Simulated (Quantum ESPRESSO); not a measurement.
# Al2O3 (R-3c) in Quantum ESPRESSO: phonons with vdW-DF-cx

Aim: the phonons of Al2O3 with vdW-DF-cx.

All numbers are computed with Quantum ESPRESSO 7.5; they aren't measurements. Logs are shortened: lines on timing, memory, paths and dates and some standing lists are left out, and cuts for length are marked.

**Experimental background.**

From “Multi-petahertz electron interference in Cr:Al2O3 solid-state material”, 2018, pmc:5906618, for a bulk crystal of Al2O3: band gap 8.7 eV (optical).

How close the calculation comes is told below.

## 1. The structure

Symmetry: R-3c, No. 167, trigonal system. Conventional cell: a = 4.760 Å, b = 4.760 Å, c = 12.996 Å, α = 90.00°, β = 90.00°, γ = 120.00°. Al (site symmetry 3) has 6 O at 1.85 to 1.97 Å as nearest neighbours. O (site symmetry 2) is surrounded by 4 Al at 1.85 to 1.97 Å.

## 2. Phonons, vdW-DF-cx

Contents of pw.in:

```
&CONTROL
  calculation = 'scf'
  prefix = 'pwscf'
  outdir = './tmp'
  pseudo_dir = './pseudo'
  tprnfor = .true.
  tstress = .true.
  disk_io = 'low'
/
&SYSTEM
  ibrav = 0
  celldm(1) = 8
  nat = 10
  ntyp = 2
  ecutwfc = 84
  nbnd = 33
  input_dft = 'vdw-df-cx'
  occupations = 'smearing'
  smearing = 'fd'
  degauss = 0.00146997
/
&ELECTRONS
  conv_thr = 2d-09
  electron_maxstep = 120
  mixing_beta = 0.5
/
ATOMIC_SPECIES
Al    26.9815 Al.upf
O     15.9990 O.upf
CELL_PARAMETERS alat
  0.5622525760176   0.3246166761072   1.0232552010573
 -0.5622525760176   0.3246166761072   1.0232552010573
  0.0000000000000  -0.6492333522380   1.0232552010573
ATOMIC_POSITIONS crystal
Al     0.3521600000    0.3521600000    0.3521600000
Al     0.1478400000    0.1478400000    0.1478400000
Al     0.6478400000    0.6478400000    0.6478400000
Al     0.8521600000    0.8521600000    0.8521600000
O      0.5566800000    0.9433200000    0.2500000000
O      0.2500000000    0.5566800000    0.9433200000
O      0.9433200000    0.2500000000    0.5566800000
O      0.4433200000    0.0566800000    0.7500000000
O      0.7500000000    0.4433200000    0.0566800000
O      0.0566800000    0.7500000000    0.4433200000
K_POINTS automatic
4 4 4 0 0 0
```

Contents of relax.in:

```
&CONTROL
  calculation = 'vc-relax'
  prefix = 'pwscf'
  outdir = './tmp'
  pseudo_dir = './pseudo'
  tprnfor = .true.
  tstress = .true.
  disk_io = 'low'
  nstep = 40
  forc_conv_thr = 0.0001
  etot_conv_thr = 1d-06
/
&SYSTEM
  ibrav = 0
  celldm(1) = 8
  nat = 10
  ntyp = 2
  ecutwfc = 84
  nbnd = 33
  input_dft = 'vdw-df-cx'
  occupations = 'smearing'
  smearing = 'fd'
  degauss = 0.00146997
/
&ELECTRONS
  conv_thr = 2d-09
  electron_maxstep = 120
  mixing_beta = 0.5
/
&IONS
  ion_dynamics = 'bfgs'
/
&CELL
  cell_dynamics = 'bfgs'
  press = 0
  press_conv_thr = 0.2
/
ATOMIC_SPECIES
Al    26.9815 Al.upf
O     15.9990 O.upf
CELL_PARAMETERS alat
  0.5622525760165   0.3246166761117   1.0232552010586
 -0.5622525760165   0.3246166761117   1.0232552010586
 -0.0000000000000  -0.6492333522353   1.0232552010548
ATOMIC_POSITIONS crystal
Al     0.3521600000    0.3521600000    0.3521600000
Al     0.1478400000    0.1478400000    0.1478400000
Al     0.6478400000    0.6478400000    0.6478400000
Al     0.8521600000    0.8521600000    0.8521600000
O      0.5566800000    0.9433200000    0.2500000000
O      0.2500000000    0.5566800000    0.9433200000
O      0.9433200000    0.2500000000    0.5566800000
O      0.4433200000    0.0566800000    0.7500000000
O      0.7500000000    0.4433200000    0.0566800000
O      0.0566800000    0.7500000000    0.4433200000
K_POINTS automatic
4 4 4 0 0 0
```

Contents of scf2.in:

```
&CONTROL
  calculation = 'scf'
  prefix = 'pwscf'
  outdir = './tmp'
  pseudo_dir = './pseudo'
  tprnfor = .true.
  tstress = .true.
  disk_io = 'low'
/
&SYSTEM
  ibrav = 0
  celldm(1) = 8
  nat = 10
  ntyp = 2
  ecutwfc = 84
  nbnd = 33
  input_dft = 'vdw-df-cx'
  occupations = 'fixed'
/
&ELECTRONS
  conv_thr = 1d-13
  electron_maxstep = 120
  mixing_beta = 0.5
  startingpot = 'file'
  startingwfc = 'file'
/
ATOMIC_SPECIES
Al    26.9815 Al.upf
O     15.9990 O.upf
CELL_PARAMETERS alat
  0.5651636039972   0.3262973589040   1.0262725408153
 -0.5651636039972   0.3262973589040   1.0262725408153
 -0.0000000000000  -0.6525947178080   1.0262725408153
ATOMIC_POSITIONS crystal
Al     0.3522825760    0.3522825760    0.3522825760
Al     0.1477174240    0.1477174240    0.1477174240
Al     0.6477174240    0.6477174240    0.6477174240
Al     0.8522825760    0.8522825760    0.8522825760
O      0.5558567997    0.9441432003    0.2500000000
O      0.2500000000    0.5558567997    0.9441432003
O      0.9441432003    0.2500000000    0.5558567997
O      0.4441432003    0.0558567997    0.7500000000
O      0.7500000000    0.4441432003    0.0558567997
O      0.0558567997    0.7500000000    0.4441432003
K_POINTS automatic
4 4 4 0 0 0
```

Contents of ph.in:

```
phonons of Al2O3
&INPUTPH
  prefix = 'pwscf'
  outdir = './tmp'
  tr2_ph = 1d-18
  fildyn = 'dyn'
  niter_ph = 90
  alpha_mix(1) = 0.7
  epsil = .true.
/
0.0000000000 0.0000000000 0.0000000000
```

Contents of dynmat.in:

```
&INPUT
  fildyn = 'dyn'
  asr = 'crystal'
  lperm = .true.
  filout = 'dynmat.disp'
  fileig = 'dynmat.eig'
/
```

Contents of dynmat_lo.in:

```
&INPUT
  fildyn = 'dyn'
  asr = 'crystal'
  filout = 'dynmat_lo.disp'
  fileig = 'dynmat_lo.eig'
  q(1) = 0
  q(2) = 0
  q(3) = 1
/
```

Potentials or basis: PseudoDojo 0.4.1 SR PBE standard.

Launch:

```console
$ OMP_NUM_THREADS=1 mpirun -n 8 pw.x -nk 2 -in pw.in > pw.out
$ OMP_NUM_THREADS=1 mpirun -n 8 pw.x -nk 2 -in relax.in > relax.out
$ OMP_NUM_THREADS=1 mpirun -n 8 pw.x -nk 2 -in scf2.in > scf2.out
$ OMP_NUM_THREADS=1 mpirun -n 8 ph.x -nk 2 -in ph.in > ph.out
$ OMP_NUM_THREADS=1 mpirun -n 1 dynmat.x -in dynmat.in > dynmat.out
$ OMP_NUM_THREADS=1 mpirun -n 1 dynmat.x -in dynmat_lo.in > dynmat_lo.out
```

pw.out:

```text
This program is part of the open-source Quantum ESPRESSO suite
     for quantum simulation of materials; please cite
         "P. Giannozzi et al., J. Phys.:Condens. Matter 21 395502 (2009);
         "P. Giannozzi et al., J. Phys.:Condens. Matter 29 465901 (2017);
         "P. Giannozzi et al., J. Chem. Phys. 152 154105 (2020);
     in publications or presentations arising from this work. More details at

     IMPORTANT: XC functional enforced from input :
     Exchange-correlation= VDW-DF-CX
                           (   1   4  27   0   1   0   0)
     Any further DFT definition will be discarded
     Please, verify this is what you really want

     Message from routine setup:
     using ibrav=0 with symmetry is DISCOURAGED, use correct ibrav instead

     K-points division:     npool     =       2
     Subspace diagonalization in iterative solution of the eigenvalue problem:
     a serial algorithm will be used

     --------------------
     sticks:   dense  smooth     PW     G-vecs:    dense   smooth      PW
     Min         519     519    147                14941    14941    2268
     Max         520     520    148                14942    14942    2269
     Sum        2077    2077    589                59765    59765    9073

     Using Slab Decomposition

     bravais-lattice index     =            0
     lattice parameter (alat)  =       8.0000  a.u.
     unit-cell volume          =     573.7299 (a.u.)^3
     number of atoms/cell      =           10
     number of atomic types    =            2
     number of electrons       =        48.00
     number of Kohn-Sham states=           33
     kinetic-energy cutoff     =      84.0000  Ry
     charge density cutoff     =     336.0000  Ry
     scf convergence threshold =      2.0E-09
     mixing beta               =       0.5000
     number of iterations used =            8  plain     mixing
     Exchange-correlation= VDW-DF-CX
                           (   1   4  27   0   1   0   0)

     celldm(1)=   8.000000  celldm(2)=   0.000000  celldm(3)=   0.000000
     celldm(4)=   0.000000  celldm(5)=   0.000000  celldm(6)=   0.000000

     crystal axes: (cart. coord. in units of alat)
               a(1) = (   0.562253   0.324617   1.023255 )
               a(2) = (  -0.562253   0.324617   1.023255 )
               a(3) = (   0.000000  -0.649233   1.023255 )

     reciprocal axes: (cart. coord. in units 2 pi/alat)
               b(1) = (  0.889280  0.513426  0.325758 )
               b(2) = ( -0.889280  0.513426  0.325758 )
               b(3) = (  0.000000 -1.026852  0.325758 )

     PseudoPot. # 1 for Al read from file:
     Al.upf
     Pseudo is Norm-conserving + core correction, Zval =  3.0
     Generated using ONCVPSP code by D. R. Hamann
     Using radial grid of 1876 points,  6 beta functions with:
                l(1) =   0
                l(2) =   0
                l(3) =   1
                l(4) =   1
                l(5) =   2
                l(6) =   2

     PseudoPot. # 2 for O  read from file:
     O.upf
     Pseudo is Norm-conserving + core correction, Zval =  6.0
     Generated using ONCVPSP code by D. R. Hamann
     Using radial grid of  936 points,  5 beta functions with:
                l(1) =   0
                l(2) =   0
                l(3) =   1
                l(4) =   1
                l(5) =   2

     atomic species   valence    mass     pseudopotential
     Al                3.00    26.98150     Al( 1.00)
     O                 6.00    15.99900     O ( 1.00)

     12 Sym. Ops., with inversion, found ( 6 have fractional translation)

   Cartesian axes

     site n.     atom                  positions (alat units)
         1        Al     tau(   1) = (   0.0000000  -0.0000000   1.0810487  )
         2        Al     tau(   2) = (   0.0000000  -0.0000000   0.4538341  )
         3        Al     tau(   3) = (  -0.0000000  -0.0000000   1.9887169  )
         4        Al     tau(   4) = (   0.0000000  -0.0000000   2.6159315  )
         5        O      tau(   5) = (  -0.2173893   0.3246167   1.7906966  )
         6        O      tau(   6) = (  -0.1724316  -0.3505730   1.7906966  )
[... 24 lines left out ...]

     starting charge      47.9902, renormalised to      48.0000

     %%%%%%%%%%%%%%%%%%%%%%%%%%%%%%%%%%%%%%%%%%%%%%%%%%%%%%%%%%%%%%%%%%%%%%%%
     %                                                                      %
     % You are using vdW-DF, which was implemented by the Thonhauser group. %
     % Please cite the following two papers that made this development      %
     % possible and the two reviews that describe the various versions:     %
     %                                                                      %
     %   T. Thonhauser et al., PRL 115, 136402 (2015).                      %
     %   T. Thonhauser et al., PRB 76, 125112 (2007).                       %
     %   K. Berland et al., Rep. Prog. Phys. 78, 066501 (2015).             %
     %   D.C. Langreth et al., J. Phys.: Condens. Matter 21, 084203 (2009). %
     %                                                                      %
     % If you are calculating stress with vdW-DF, please also cite:         %
     %                                                                      %
     %   R. Sabatini et al., J. Phys.: Condens. Matter 24, 424209 (2012).   %
     %                                                                      %
     %%%%%%%%%%%%%%%%%%%%%%%%%%%%%%%%%%%%%%%%%%%%%%%%%%%%%%%%%%%%%%%%%%%%%%%%

     %%%%%%%%%%%%%%%%%%%%%%%%%%%%%%%%%%%%%%%%%%%%%%%%%%%%%%%%%%%%%%%%%%%%%%%%
     %                                                                      %
     %  vdW-DF NEWS:                                                        %
     %                                                                      %
     %  * vdW-DF3 is now available. DOI: 10.1021/acs.jctc.0c00471           %
     %    use with input_dft = 'vdW-DF3-opt1' or 'vdW-DF3-opt2'             %
     %                                                                      %
     %  * Unscreened and range-separated hybrid vdW-DF-cx functionals       %
     %    DOI: 10.1063/1.4986522 and 10.1088/1361-648X/ac2ad2               %
     %    use with input_dft = 'vdW-DF-cx0'    and 'vdW-DF-ahcx'            %
     %  * Unscreened and range-separated hybrid vdW-DF2-b86r functionals    %
     %    DOI: 10.1063/1.4986522 and DOI: 10.1103/PhysRevX.12.041003        %
     %    use with input_dft = 'vdW-DF2-br0' and 'vdW-DF2-ahbr'             %
     %                                                                      %
     %%%%%%%%%%%%%%%%%%%%%%%%%%%%%%%%%%%%%%%%%%%%%%%%%%%%%%%%%%%%%%%%%%%%%%%%

     Starting wfcs are   40 randomized atomic wfcs

     Self-consistent Calculation

     iteration #  1     ecut=    84.00 Ry     beta= 0.50
     Davidson diagonalization with overlap
     ethr =  1.00E-02,  avg # of iterations =  4.4

     total energy              =    -217.67525801 Ry
     estimated scf accuracy    <       1.85436181 Ry
[... 64 lines left out ...]
     iteration # 11     ecut=    84.00 Ry     beta= 0.50
     Davidson diagonalization with overlap
     ethr =  4.84E-12,  avg # of iterations =  2.6

     End of self-consistent calculation

          k = 0.0000 0.0000 0.0000 (  7445 PWs)   bands (ev):

   -11.5246  -9.1767  -8.8937  -8.8937  -8.5770  -8.5770   0.7599   1.7652
     2.1007   2.1007   3.2276   3.3073   3.3073   4.3073   4.7006   6.2152
     6.2152   6.3485   6.3485   7.1553   7.1553   7.6041   7.6041   7.6500
    13.9293  16.8215  18.4669  19.2308  19.2308  19.3280  20.0448  20.0448
    20.0540

          k = 0.0000-0.2567 0.0814 (  7447 PWs)   bands (ev):

   -11.2056  -9.4361  -8.9743  -8.9428  -8.7152  -8.6095   1.0313   1.5485
     1.7334   2.5579   3.0500   3.4661   4.7280   4.9746   5.2981   5.5869
     5.8175   6.2060   6.2613   6.3321   6.8864   7.2031   7.4955   7.5377
    15.1706  17.7583  17.8176  18.4249  18.6565  19.0233  20.1969  20.3623
    20.4737

          k = 0.0000 0.5134-0.1629 (  7490 PWs)   bands (ev):

   -10.3681 -10.3681  -8.9111  -8.9111  -8.7820  -8.7820   1.2190   1.2190
     2.4621   2.4621   4.0635   4.0635   4.2272   4.2272   5.4466   5.4466
     6.0998   6.0998   6.3199   6.3199   6.7400   6.7400   7.3775   7.3775
    17.1339  17.1339  17.3448  17.3448  19.4403  19.4403  19.8138  19.8138
    20.4640

          k =-0.2223-0.1284 0.1629 (  7447 PWs)   bands (ev):

   -11.1224  -9.3297  -9.1151  -8.9530  -8.9022  -8.5484   1.3250   1.4525
     2.1111   2.7850   2.8924   3.4187   4.4745   5.0999   5.3327   5.4899
     5.7211   5.9171   6.2246   6.6634   6.6815   7.0570   7.3868   7.4826
    15.4299  17.8302  17.8328  18.4059  18.9218  19.1595  19.5224  20.2648
    20.8741

          k =-0.2223 0.6418-0.0814 (  7475 PWs)   bands (ev):

   -10.4986  -9.8691  -9.2737  -9.0924  -8.9427  -8.5502   1.5763   1.8482
     2.0988   2.8079   3.4976   3.5933   4.2974   4.4708   5.2007   5.4674
     5.9315   6.2036   6.3155   6.4067   6.7109   6.8749   7.2394   7.3009
    16.7468  17.4999  17.6190  18.1138  18.1557  18.7235  19.4254  20.2688
    20.5358
[... 59 lines left out ...]
   -10.5219 -10.5219  -8.7553  -8.7553  -8.7553  -8.7553   2.0664   2.0664
     3.1998   3.1998   3.1998   3.1998   3.5878   3.5878   5.3859   5.3859
     5.6432   5.6432   5.6432   5.6432   7.2673   7.2673   7.2673   7.2673
    16.3566  16.3566  18.7561  18.7561  20.1661  20.1661  20.3850  20.3850
    20.3850

     the Fermi energy is    12.9837 ev

!    total energy              =    -218.20402028 Ry
     estimated scf accuracy    <          1.8E-11 Ry
     smearing contrib. (-TS)   =       0.00000000 Ry
     internal energy E=F+TS    =    -218.20402028 Ry

     The total energy is F=E-TS. E is the sum of the following terms:
     one-electron contribution =     -34.75664558 Ry
     hartree contribution      =      53.05200324 Ry
     xc contribution           =     -60.26943163 Ry
     ewald contribution        =    -176.22994631 Ry

     convergence has been achieved in  11 iterations

     Forces acting on atoms (cartesian axes, Ry/au):

     atom    1 type  1   force =     0.00000000    0.00000000   -0.00045979
     atom    2 type  1   force =    -0.00000000   -0.00000000    0.00045979
     atom    3 type  1   force =     0.00000000    0.00000000    0.00045979
     atom    4 type  1   force =     0.00000000    0.00000000   -0.00045979
     atom    5 type  2   force =    -0.00267191   -0.00000000   -0.00000000
     atom    6 type  2   force =     0.00133595   -0.00231394   -0.00000000
     atom    7 type  2   force =     0.00133595    0.00231394    0.00000000
     atom    8 type  2   force =     0.00267191   -0.00000000   -0.00000000
     atom    9 type  2   force =    -0.00133595    0.00231394    0.00000000
     atom   10 type  2   force =    -0.00133595   -0.00231394   -0.00000000

     Total force =     0.006609     Total SCF correction =     0.000007

     Computing stress (Cartesian axis) and pressure

          total   stress  (Ry/bohr**3)                   (kbar)     P=       32.59
   0.00024208  -0.00000000  -0.00000000           35.61       -0.00       -0.00
  -0.00000000   0.00024208   0.00000000           -0.00       35.61        0.00
  -0.00000000   0.00000000   0.00018045           -0.00        0.00       26.55

=------------------------------------------------------------------------------=
   JOB DONE.
=------------------------------------------------------------------------------=
```

Wall time 20 min (8 MPI ranks of Arm Neoverse V2, shared host); peak memory 1.4 GiB.

What came out:

```yaml
Free_energy: -2968.8298 eV
Relaxed_volume: 8.62 Å³/atom
Relaxed_cell: a = 5.149 Å, b = 5.149 Å, c = 5.149 Å, α = 55.38°, β = 55.38°, γ = 55.38°
Space_group_after_relaxing_to_0.05_Å: R-3c (No. 167)
Pressure_after_relaxing: 0.0 GPa
Band_gap_on_the_k_mesh: 6.11 eV, direct
Electronic_dielectric_tensor_diagonal: 3.22, 3.22, 3.18
Born_charges_mean_of_the_diagonal: Al +2.94; O -1.96 e
Highest_phonon_frequency_at_Γ_LO-TO_splitting_left_out: 739 cm⁻¹
Static_dielectric_tensor_diagonal: 9.36, 9.36, 11.47
```

The path:
```
step  energy change (eV)  largest force (eV/Å)  pressure (GPa)  volume (Å³)
   1              0.0000                0.0687            3.26        85.02
   2             -0.0113                0.0534           -0.82        86.44
   3             -0.0123                0.0301           -0.05        86.16
   4             -0.0124                0.0134            0.05        86.13
   5             -0.0125                0.0080            0.03        86.14
   6             -0.0125                0.0043            0.01        86.15
   7             -0.0125                0.0011           -0.01        86.15
```

Final structure:
```
CELL_PARAMETERS angstrom
2.39257 1.38135 4.34464
-2.39257 1.38135 4.34464
0.00000 -2.76271 4.34464
ATOMIC_POSITIONS crystal
Al 0.35228 0.35228 0.35228
Al 0.14772 0.14772 0.14772
Al 0.64772 0.64772 0.64772
Al 0.85228 0.85228 0.85228
O 0.55586 0.94414 0.25000
O 0.25000 0.55586 0.94414
O 0.94414 0.25000 0.55586
O 0.44414 0.05586 0.75000
O 0.75000 0.44414 0.05586
O 0.05586 0.75000 0.44414
```

Phonon frequencies in cm⁻¹ (negative: imaginary):
```
              q point                                                                                                          frequencies
(0.000, 0.000, 0.000)  -2 -2 7 300 366 366 378 378 384 408 424 424 429 429 436 436 520 564 564 565 565 575 586 622 622 630 676 734 739 739
```

Electronic dielectric tensor:
```
3.22 0.00 0.00
0.00 3.22 0.00
0.00 0.00 3.18
```

Born effective charge tensors (e):
atom 1, Al
```
 2.95 -0.03  0.00
 0.03  2.95  0.00
 0.00  0.00  2.92
```
atom 2, Al
```
 2.95  0.03  0.00
-0.03  2.95  0.00
 0.00  0.00  2.92
```
atom 3, Al
```
 2.95 -0.03  0.00
 0.03  2.95  0.00
 0.00  0.00  2.92
```
atom 4, Al
```
 2.95  0.03  0.00
-0.03  2.95  0.00
 0.00  0.00  2.92
```
atom 5, O
```
-2.07  0.00  0.00
 0.00 -1.87  0.25
 0.00  0.34 -1.95
```
atom 6, O
```
-1.92  0.09 -0.21
 0.09 -2.02 -0.12
-0.30 -0.17 -1.95
```
atom 7, O
```
-1.92 -0.09  0.21
-0.09 -2.02 -0.12
 0.30 -0.17 -1.95
```
atom 8, O
```
-2.07  0.00  0.00
 0.00 -1.87  0.25
 0.00  0.34 -1.95
```
atom 9, O
```
-1.92  0.09 -0.21
 0.09 -2.02 -0.12
-0.30 -0.17 -1.95
```
atom 10, O
```
-1.92 -0.09  0.21
-0.09 -2.02 -0.12
 0.30 -0.17 -1.95
```

Optical modes at Γ, degenerate ones joined, polar ones without the macroscopic field:
```tsv
cm⁻¹	components	symmetry	active in	IR intensity, summed ((D/Å)²/amu)
300	1	A2g	silent	0.00
366	2	Eg	Raman	0.00
378	2	Eu	IR	3.45
383	1	A2u	IR	38.18
408	1	A1g	Raman	0.00
424	2	Eg	Raman	0.00
429	2	Eu	IR	37.83
436	2	Eg	Raman	0.00
520	1	A2g	silent	0.00
564	2	Eu	IR	77.81
565	2	Eg	Raman	0.00
574	1	A2u	IR	24.82
586	1	A1u	silent	0.00
622	2	Eu	IR	8.08
630	1	A1g	Raman	0.00
676	1	A1u	silent	0.00
734	1	A2g	silent	0.00
739	2	Eg	Raman	0.00
```

Zone-centre frequencies without and with the macroscopic field along z (cm⁻¹):
|  | optical modes in rising order |
| --- | --- |
| without | 300 366 366 378 378 383 408 424 424 429 429 436 436 520 564 564 565 565 574 586 622 622 630 676 734 739 739 |
| with the field | 300 366 366 378 378 408 424 424 429 429 436 436 491 520 564 564 565 565 586 622 622 630 676 734 739 739 852 |

Static dielectric tensor, electrons and zone-centre modes:
```
 9.36  0.00  0.00
 0.00  9.36  0.00
 0.00  0.00 11.47
```

Caveat: the potentials were made for another functional, which shifts forces and pressure; on a mesh that holds Γ this program's dielectric tensor can be off by some percent beyond the error of the mesh.

## 3. Comparison with measurements

Step 2. A measured gap of Al2O3 is 8.7 eV (optical; quoted in “Multi-petahertz electron interference in Cr:Al2O3 solid-state material”, 2018, pmc:5906618); the calculated 6.11 eV misses it by -2.59 eV. The value is that of vdW-DF-cx, without temperature or zero-point motion.
